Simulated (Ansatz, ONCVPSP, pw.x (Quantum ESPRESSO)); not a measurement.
# Equation-of-state test of one ONCV potential (Ir)

```
Element                 : iridium (Ir)
Generator               : ONCVPSP 4.0.1
Type                    : optimised norm-conserving Vanderbilt (ONCV)
Functional              : PBE
Relativity              : scalar-relativistic
Frozen core             : [Kr] 4d10 4f14
Valence charge          : 17
Reference configuration : 5s2 5p6 5d7 6s2
Partial waves           : 5s+6s: rc 1.85 bohr, ncon 4, nbas 8, qcut 6.7 1/bohr, 2 projectors; 5p: rc 1.55 bohr, ncon 4, nbas 9, qcut 7.9 1/bohr, 2 projectors, debl 3.1 Ha; 5d: rc 1.55 bohr, ncon 4, nbas 9, qcut 7.9 1/bohr, local
Local potential         : the d channel
Core correction         : none
```

Crystal test: diamond Ir in pw.x 7.5, no spin, 8³ k-points, Fermi–Dirac smearing 0.01 Ry, cutoffs 65/260 Ry. The reference is all-electron LAPW (Ansatz 0.2.0) with the same functional, mesh and smearing; V0 and B0 come from Birch–Murnaghan fits to the pressures at five volumes. Errors are pseudo minus all-electron; Δ is the rms difference of the E(V) curves that follow from these fits, minima aligned, over ±6 % about the mean V0. Mesh and smearing are coarse, so the numbers serve the comparison and aren't converged zero-temperature values; the lattice is a test structure that the element need not adopt.

```tsv
V (Å³/atom)	P all-electron (GPa)	P pseudo (GPa)
20.480	11.23	9.28
21.019	5.43	3.67
21.558	0.45	-1.16
22.097	-3.84	-5.30
22.636	-7.51	-8.85
```

All-electron: a0 = 5.571 Å (V0 = 21.61 Å³/atom), B0 = 182.3 GPa.

Pseudopotential: mean pressure error (GPa): -1.62; a0 (Å): 5.554; a0 error (%): -0.29; B0 error (%): +1.1; Δ (meV/atom): 7.6.

**Question.** At the middle volume, how do free energy and pressure move when the wave cutoff is lowered (ecutrho kept at four times it)?

**Answer.**

```json
{"cutoff (Ry)": "29", "shift of F (meV/atom)": "+1888.6", "shift of P (GPa)": "-43.72"}
{"cutoff (Ry)": "39", "shift of F (meV/atom)": "+424.7", "shift of P (GPa)": "-12.36"}
{"cutoff (Ry)": "52", "shift of F (meV/atom)": "+33.9", "shift of P (GPa)": "-2.14"}
```

The run at the middle volume (29 k-points, 8 iterations) took about 17 s on one core of a shared host (Intel(R) Xeon(R) 6975P-C, 96 threads, 744 GiB, load 54).
